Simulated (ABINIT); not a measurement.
## GaP (F-43m): Raman and infrared activity

Aim: Raman and infrared lines of GaP (F-43m).

Main program and level: ABINIT 10.8.3; DFT LDA, scalar-relativistic, plane waves, PseudoDojo norm-conserving pseudopotentials.

**Measured values to reproduce.**

For GaP, zinc blende (literature value (Refs. 34, 36)), “Temperature dependence of the optical phonon reflection band in GaP” (2021, arxiv:2105.06662) quotes earlier work: static dielectric constant (static dielectric constant (paper prints symbol eps_inf but compares …) 11.147 [Literature value printed with the symbol eps_inf, but compared with the static constant …]; Raman mode (TO at Gamma) 367.3 cm⁻¹ at 300 K; infrared mode (TO at Gamma) 366.3 ± 0.3 cm⁻¹ at 300 K.

**1. Starting point**

The structure is cubic, space group F-43m (No. 216). Conventional cell: a = 5.450 Å, b = 5.450 Å, c = 5.450 Å, α = 90.00°, β = 90.00°, γ = 90.00°. Ga has 4 P at 2.36 Å nearest. P has 4 Ga at 2.36 Å nearest. Farther neighbours are not listed.

**2. A first look**

A first run with smearing and empty bands tells whether the crystal has a gap, which decides between fixed occupations and smearing later on.

The input, probe.abi:

```
# ground state
tolvrs 1.0d-08
prtden 1
prtwf 1

# basis, mesh and filling
ecut 36.0
ngkpt 6 6 6
nshiftk 1
shiftk 0.0 0.0 0.0
istwfk *1
occopt 7
tsmear 0.005
nband 15
nstep 100
diemac 9.0
prtebands 0
prtgsr 0

# cell and atoms
acell 3*1.0 Angstrom
rprim 
    -2.72525 0.0 2.72525
    0.0 2.72525 2.72525
    -2.72525 2.72525 0.0
ntypat 2
znucl 31 15
natom 2
typat 1 2
xred 
    0.0 0.0 0.0
    0.25 0.25 0.25
pp_dirpath "./pseudo"
pseudos "Ga.upf, P.upf"
```

Command:

```
$ OMP_NUM_THREADS=1 mpirun -n 4 abinit probe.abi > probe.log
```

Numbers of over 12 decimals in the logs are rounded to 6 here.

probe.abo, the main output file:

```text
[banners, grids, parts of the stress and lines that vanish by symmetry left out]
- input  file    -> probe.abi
- output file    -> probe.abo
- root for input  files -> probei
[...]
Symmetries : space group F-4 3 m (#216); Bravais cF (face-center cubic)
[...]
mpw =        2838          nfft =       64000          nkpt =          16
[...]
== DATASET  1 ==================================================================
[...]
cutoff_energies: {ecut:  36.0, pawecutdg:  -1.0, }
[...]
ETOT  1  -82.308471775732    -8.231E+01 6.126E-01 3.580E+02
 ETOT  2  -83.272257712253    -9.638E-01 1.516E-02 4.526E+02
 ETOT  3  -83.340613744028    -6.836E-02 8.647E-03 4.371E+01
 ETOT  4  -83.347287501311    -6.674E-03 9.320E-03 2.902E+00
 ETOT  5  -83.347790559979    -5.031E-04 1.220E-03 1.459E-01
[...]
ETOT  9  -83.347817840814    -1.621E-10 5.952E-05 1.131E-08
 ETOT 10  -83.347817840815    -1.080E-12 5.407E-05 1.523E-11
 At SCF step   10       vres2   =  1.52E-11 < tolvrs=  1.00E-08 =>converged.
[...]
sigma(1 1)=  1.30783558E-04  sigma(3 2)=  0.00000000E+00
  sigma(2 2)=  1.30783558E-04  sigma(3 1)=  0.00000000E+00
  sigma(3 3)=  1.30783558E-04  sigma(2 1)=  0.00000000E+00
[...]
convergence: {deltae: -1.080E-12, res2:  1.523E-11, residm:  5.407E-05, diffor: null, }
etotal    :  -8.33478178E+01
[...]
sigma(1 1)=  1.30783558E-04  sigma(3 2)=  0.00000000E+00
  sigma(2 2)=  1.30783558E-04  sigma(3 1)=  0.00000000E+00
  sigma(3 3)=  1.30783558E-04  sigma(2 1)=  0.00000000E+00
[...]
- sigma(1 1)=  3.84778513E+00  sigma(3 2)=  0.00000000E+00
- sigma(2 2)=  3.84778513E+00  sigma(3 1)=  0.00000000E+00
- sigma(3 3)=  3.84778513E+00  sigma(2 1)=  0.00000000E+00
[...]
fcart     -7.6588792465E-32 -7.6588792465E-32 -7.6588792465E-32
           strten      1.3078355832E-04  1.3078355832E-04  1.3078355832E-04
================================================================================

[key lines of the parts left out:]
pressure_GPa:  -3.8478E+00
```

Wall time 8.4 s (4 MPI ranks of Arm Neoverse V1, shared host); 33 s of CPU time.

Read from the output:

```
volume per atom   : 20.24 Å³
pressure          : -3.848 GPa
gap on the k-mesh : 1.498 eV
```

A gap of 1.5 eV opens on this mesh, so the crystal is taken as an insulator; the printed pressure holds the stress of the finite basis too.

**3. Relaxing the cell and atoms**

The harmonic expansion needs vanishing forces, and a free crystal bears no stress, so cell and atoms are brought to rest. Stress is more sensitive to the basis than forces are: the last 3 Ha under the cutoff are smoothed with ecutsm, and the cutoff is raised above that of the later runs.

The input, relax.abi:

```
# relaxation
ionmov 2
optcell 2
dilatmx 1.08
ntime 40
tolmxf 1.0d-05
tolvrs 1.0d-14
prtwf 0
prtden 0
chksymtnons 0

# basis, mesh and filling
ecut 44.0
ecutsm 3.0
ngkpt 8 8 8
nshiftk 1
shiftk 0.0 0.0 0.0
istwfk *1
occopt 1
nband 9
nstep 100
diemac 9.0
prtebands 0
prtgsr 0

# cell and atoms
acell 3*1.0 Angstrom
rprim 
    -2.72525 0.0 2.72525
    0.0 2.72525 2.72525
    -2.72525 2.72525 0.0
ntypat 2
znucl 31 15
natom 2
typat 1 2
xred 
    0.0 0.0 0.0
    0.25 0.25 0.25
pp_dirpath "./pseudo"
pseudos "Ga.upf, P.upf"
```

Command:

```
$ OMP_NUM_THREADS=1 mpirun -n 4 abinit relax.abi > relax.log
```

relax.abo, the main output file:

```text
[banners, grids, parts of the stress and lines that vanish by symmetry left out]
- input  file    -> relax.abi
- output file    -> relax.abo
- root for input  files -> relaxi
[...]
Symmetries : space group F-4 3 m (#216); Bravais cF (face-center cubic)
[...]
mpw =        4822          nfft =      110592          nkpt =          29
[...]
== DATASET  1 ==================================================================
[...]
cutoff_energies: {ecut:  44.0, pawecutdg:  -1.0, }
[...]
ETOT  1  -76.308854216004    -7.631E+01 6.410E-01 2.069E+04
 ETOT  2  -79.897173578849    -3.588E+00 1.387E-01 3.842E+04
 ETOT  3  -82.811001263347    -2.914E+00 2.989E-02 6.026E+03
 ETOT  4  -83.053913505082    -2.429E-01 1.747E-03 3.331E+03
 ETOT  5  -83.218887965106    -1.650E-01 1.744E-03 1.450E+03
[...]
At SCF step   17       vres2   =  4.82E-15 < tolvrs=  1.00E-14 =>converged.
[...]
sigma(1 1)=  9.86199782E-05  sigma(3 2)=  0.00000000E+00
  sigma(2 2)=  9.86199782E-05  sigma(3 1)=  0.00000000E+00
  sigma(3 3)=  9.86199782E-05  sigma(2 1)=  0.00000000E+00
[...]
convergence: {deltae:  6.395E-13, res2:  4.824E-15, residm:  9.007E-14, diffor: null, }
etotal    :  -8.33488436E+01
[...]
ETOT  1  -83.347274399661    -8.335E+01 3.192E-03 2.549E+01
[...]
At SCF step   11       vres2   =  2.46E-15 < tolvrs=  1.00E-14 =>converged.
[...]
sigma(1 1)=  7.49252948E-05  sigma(3 2)=  0.00000000E+00
  sigma(2 2)=  7.49252948E-05  sigma(3 1)=  0.00000000E+00
  sigma(3 3)=  7.49252948E-05  sigma(2 1)=  0.00000000E+00
[...]
convergence: {deltae: -4.079E-12, res2:  2.461E-15, residm:  1.314E-17, diffor: null, }
etotal    :  -8.33490537E+01
[...]
ETOT  1  -83.333229436439    -8.333E+01 3.791E-02 2.346E+02
[...]
At SCF step   12       vres2   =  1.65E-17 < tolvrs=  1.00E-14 =>converged.
[...]
sigma(1 1)= -4.08446030E-06  sigma(3 2)=  0.00000000E+00
  sigma(2 2)= -4.08446030E-06  sigma(3 1)=  0.00000000E+00
  sigma(3 3)= -4.08446030E-06  sigma(2 1)=  0.00000000E+00
[...]
convergence: {deltae:  3.695E-13, res2:  1.647E-17, residm:  2.641E-18, diffor: null, }
etotal    :  -8.33493188E+01
[...]
ETOT  1  -83.349277194962    -8.335E+01 5.718E-09 6.147E-01
[...]
At SCF step   10       vres2   =  2.10E-15 < tolvrs=  1.00E-14 =>converged.
[...]
sigma(1 1)=  1.50556702E-07  sigma(3 2)=  0.00000000E+00
  sigma(2 2)=  1.50556702E-07  sigma(3 1)=  0.00000000E+00
  sigma(3 3)=  1.50556702E-07  sigma(2 1)=  0.00000000E+00
[...]
convergence: {deltae: -2.743E-12, res2:  2.103E-15, residm:  1.771E-18, diffor: null, }
etotal    :  -8.33493195E+01
[...]
ETOT  1  -83.349319472120    -8.335E+01 8.053E-10 7.775E-04
[...]
ETOT  7  -83.349319525656     9.948E-14 5.192E-17 1.967E-13
 ETOT  8  -83.349319525652     4.306E-12 1.691E-18 7.341E-15
 At SCF step    8       vres2   =  7.34E-15 < tolvrs=  1.00E-14 =>converged.
[...]
sigma(1 1)=  2.83099579E-10  sigma(3 2)=  0.00000000E+00
  sigma(2 2)=  2.83099579E-10  sigma(3 1)=  0.00000000E+00
  sigma(3 3)=  2.83099580E-10  sigma(2 1)=  0.00000000E+00
[...]
convergence: {deltae:  4.306E-12, res2:  7.341E-15, residm:  1.691E-18, diffor: null, }
etotal    :  -8.33493195E+01
[...]
At Broyd/MD step   5, gradients are converged :
[...]
sigma(1 1)=  2.83099579E-10  sigma(3 2)=  0.00000000E+00
  sigma(2 2)=  2.83099579E-10  sigma(3 1)=  0.00000000E+00
  sigma(3 3)=  2.83099580E-10  sigma(2 1)=  0.00000000E+00
[...]
- sigma(1 1)=  8.32907716E-06  sigma(3 2)=  0.00000000E+00
- sigma(2 2)=  8.32907716E-06  sigma(3 1)=  0.00000000E+00
- sigma(3 3)=  8.32907721E-06  sigma(2 1)=  0.00000000E+00
[...]
fcart     -0.0000000000E+00 -0.0000000000E+00 -0.0000000000E+00
           strten      2.8309957850E-10  2.8309957850E-10  2.8309958024E-10
================================================================================

[key lines of the parts left out:]
pressure_GPa:  -8.3291E-06
Total energy (etotal) [Ha]= -8.33493195256519E+01
```

Wall time 63 s (4 MPI ranks); 4.2 min of CPU time.

Step by step:

```
step  energy less that of the first step (eV)  largest force (eV/Å)  volume (Å³)
   1                                   0.0000                0.0000        40.48
   2                                  -0.0057                0.0000        40.12
   3                                  -0.0129                0.0000        39.04
   4                                  -0.0129                0.0000        39.10
   5                                  -0.0129                0.0000        39.10
```

```
conventional cell, symmetrised  before  after  change
                         a (Å)   5.450  5.388  -1.2 %
                         b (Å)   5.450  5.388  -1.2 %
                         c (Å)   5.450  5.388  -1.2 %
              volume (Å³/atom)   20.24  19.55  -3.4 %
```

Final coordinates:

```xyz
2
Lattice="-2.6938 0.0000 2.6938 0.0000 2.6938 2.6938 -2.6938 2.6938 0.0000" Properties=species:S:1:pos:R:3 pbc="T T T"
Ga    0.0000    0.0000    0.0000
P    -1.3469    1.3469    1.3469
```

Read from the output:

| Item | Value |
| --- | --- |
| volume per atom | 19.55 Å³ |
| pressure | -8.33e-6 GPa |

The volume changes by -3.4 % in this run and stands -3.4 % from the first cell.

**4. Ground state**

First-order wavefunctions inherit every error of the ground state, hence the very tight tolvrs. The mesh is shifted off Γ, since shifted meshes converge sums over the zone faster.

The input, gs.abi:

```
# ground state
tolvrs 1.0d-16
prtden 1
prtwf 1

# basis, mesh and filling
ecut 36.0
ngkpt 6 6 6
nshiftk 4
shiftk 
    0.5 0.5 0.5
    0.5 0.0 0.0
    0.0 0.5 0.0
    0.0 0.0 0.5
istwfk *1
occopt 1
nband 9
nstep 100
diemac 9.0
prtebands 0
prtgsr 0

# cell and atoms
acell 3*1.0 Angstrom
rprim 
    -2.693798981 0.0 2.693798981
    0.0 2.693798981 2.693798981
    -2.693798981 2.693798981 0.0
ntypat 2
znucl 31 15
natom 2
typat 1 2
xred 
    0.0 0.0 0.0
    0.25 0.25 0.25
pp_dirpath "./pseudo"
pseudos "Ga.upf, P.upf"
```

Command:

```
$ OMP_NUM_THREADS=1 mpirun -n 4 abinit gs.abi > gs.log
```

gs.abo, the main output file:

```text
[banners, grids, parts of the stress and lines that vanish by symmetry left out]
- input  file    -> gs.abi
- output file    -> gs.abo
- root for input  files -> gsi
[...]
Symmetries : space group F-4 3 m (#216); Bravais cF (face-center cubic)
[...]
mpw =        2737          nfft =       64000          nkpt =          28
[...]
== DATASET  1 ==================================================================
[...]
cutoff_energies: {ecut:  36.0, pawecutdg:  -1.0, }
[...]
ETOT  1  -76.636640618276    -7.664E+01 5.788E-01 1.148E+04
 ETOT  2  -80.099385711652    -3.463E+00 1.304E-01 2.130E+04
 ETOT  3  -82.840132382425    -2.741E+00 1.226E-01 3.330E+03
 ETOT  4  -83.064246092526    -2.241E-01 5.744E-03 1.901E+03
 ETOT  5  -83.225309320789    -1.611E-01 5.612E-04 8.168E+02
[...]
ETOT 16  -83.348966413204    -1.904E-12 1.714E-15 2.787E-14
 ETOT 17  -83.348966413198     6.111E-12 2.953E-16 7.988E-17
 At SCF step   17       vres2   =  7.99E-17 < tolvrs=  1.00E-16 =>converged.
[...]
sigma(1 1)=  3.34147989E-05  sigma(3 2)=  0.00000000E+00
  sigma(2 2)=  3.34147989E-05  sigma(3 1)=  0.00000000E+00
  sigma(3 3)=  3.34147989E-05  sigma(2 1)=  0.00000000E+00
[...]
convergence: {deltae:  6.111E-12, res2:  7.988E-17, residm:  2.953E-16, diffor: null, }
etotal    :  -8.33489664E+01
[...]
sigma(1 1)=  3.34147989E-05  sigma(3 2)=  0.00000000E+00
  sigma(2 2)=  3.34147989E-05  sigma(3 1)=  0.00000000E+00
  sigma(3 3)=  3.34147989E-05  sigma(2 1)=  0.00000000E+00
[...]
- sigma(1 1)=  9.83097325E-01  sigma(3 2)=  0.00000000E+00
- sigma(2 2)=  9.83097325E-01  sigma(3 1)=  0.00000000E+00
- sigma(3 3)=  9.83097325E-01  sigma(2 1)=  0.00000000E+00
[...]
fcart     -0.0000000000E+00 -0.0000000000E+00 -0.0000000000E+00
           strten      3.3414798913E-05  3.3414798913E-05  3.3414798913E-05
================================================================================

[key lines of the parts left out:]
pressure_GPa:  -9.8310E-01
```

The job ended after 12 s (4 MPI ranks).

Numbers from this step:

```yaml
pressure: -0.9831 GPa
```

The cell stands at -0.98 GPa: the relaxation ran with a smoothed and higher cutoff and on another k mesh.

**5. The gap at rest**

Empty bands on the ground state's density check that the gap assumed so far is there in this cell.

The input, gap.abi:

```
# empty bands on the ground state's density
iscf -2
getden_filepath "gso_DEN"
tolwfr 1.0d-12
nbdbuf 2
prtwf 0

# basis, mesh and filling
ecut 36.0
ngkpt 12 12 12
nshiftk 1
shiftk 0.0 0.0 0.0
istwfk *1
occopt 1
nband 13
nstep 100
diemac 9.0
prtebands 0
prtgsr 0

# cell and atoms
acell 3*1.0 Angstrom
rprim 
    -2.693798981 0.0 2.693798981
    0.0 2.693798981 2.693798981
    -2.693798981 2.693798981 0.0
ntypat 2
znucl 31 15
natom 2
typat 1 2
xred 
    0.0 0.0 0.0
    0.25 0.25 0.25
pp_dirpath "./pseudo"
pseudos "Ga.upf, P.upf"
```

Command:

```
$ OMP_NUM_THREADS=1 mpirun -n 4 abinit gap.abi > gap.log
```

gap.abo, the main output file:

```text
[banners, grids, parts of the stress and lines that vanish by symmetry left out]
- input  file    -> gap.abi
- output file    -> gap.abo
- root for input  files -> gapi
[...]
Symmetries : space group F-4 3 m (#216); Bravais cF (face-center cubic)
[...]
mpw =        2764          nfft =       64000          nkpt =          72
[...]
== DATASET  1 ==================================================================
[...]
cutoff_energies: {ecut:  36.0, pawecutdg:  -1.0, }
[...]
-outvars: echo values of variables after computation
            acell      1.8897261259E+00  1.8897261259E+00  1.8897261259E+00 Bohr
================================================================================
```

Run time: 17 s. Hardware: 4 MPI ranks.

Read from the output:

| Item | Value |
| --- | --- |
| gap on the k-mesh | 1.393 eV |

In this cell the gap on the mesh is 1.4 eV, indirect (smallest direct 1.9 eV), so fixed occupations hold.

[end of part 1 of 2]

[Host names and launcher messages were left out of these logs when they were recorded.]

[Logs are printed without paths, hosts, clocks, repeated set-up lines and the standing remarks that a program may print on its own settings, such as how far it seeks lower states.]

[Hosts, paths, dates, database ids (printed as entryN), source tags and the programs' standing remarks are cut or masked in the printed files.]
